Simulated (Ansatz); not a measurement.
α-phase Li3N, treated with PBE in Ansatz (PAW).

Settings: plane-wave cutoff 520 eV, 12×12×10 k mesh (along the axes of the cell as run), Fermi–Dirac smearing 0.01 eV, scalar-relativistic PAW data made under PBE.

Shape and atoms are relaxed at each volume.

Pressure at four volumes; x = ln(V/11.052 Å³). One pressure is withheld.

```tsv
V (Å³/atom)	x	P (GPa)
10.610	-0.0408	?
10.831	-0.0202	1.12
11.052	0.0000	0.00
11.494	0.0392	-1.93
```

Pass a parabola P(x) through the three rows shown, estimate the bulk modulus and its pressure derivative near zero pressure, and predict the withheld pressure.

Slopes between the rows: (0.00 − (1.12))/(0.0000 − (-0.0202)) = -55.45 and (-1.93 − (0.00))/(0.0392 − (0.0000)) = -49.23 GPa. Their difference over the span 0.0594 is c = 6.22/0.0594 = 104.7 GPa, so P(x) = 1.12 + (-55.45)(x − (-0.0202)) + 104.7 (x − (-0.0202))(x − (0.0000)). At the middle row B = −dP/dx = −[-55.45 + 104.7 × 0.0202] = 53.3 GPa, and B′ = dB/dP = 2c/B = 3.9. At x = -0.0408 the parabola gives 2.35 GPa; the run gives 2.34 GPa. The Birch–Murnaghan fit to the energies at all volumes has B0 = 53.1 GPa and B′ = 3.8.

Note: the bulk modulus comes from volumes at which shape and atoms were relaxed.

Ansatz is an electronic-structure program.
